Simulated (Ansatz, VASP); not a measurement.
# S in VASP and in Ansatz

```
S
1.0
    -1.43052    1.43052    1.43052
     1.43052   -1.43052    1.43052
     1.43052    1.43052   -1.43052
S
1
Direct
  0.00000 0.00000 0.00000
```

Change from the starting cell: volume scaled by 0.8, LAPW.

Alike in both runs: task single point; functional LDA; k mesh 16 × 16 × 16; occupations fermi-dirac, width 0.08 eV; no spin polarisation.

|  | VASP | Ansatz |
| --- | --- | --- |
| version | VASP 6.6.1 | Ansatz 0.2.0 |
| potentials or method | VASP PAW LDA potentials, release 64 (S), cutoff 520 eV | all-electron LAPW, scalar-relativistic |

Ansatz gave:

| Quantity | Value |
| --- | --- |
| pressure (GPa) | 36.7 |

Task: Estimate VASP's values.

Result: Pressure (GPa): 36.3.

Ansatz ran all-electron here, so the differences hold the error of VASP's frozen core and of both bases.

Caveats: so large a pressure means that the cell lies far from this level's equilibrium, or that cutoff or potentials fall short (VASP).
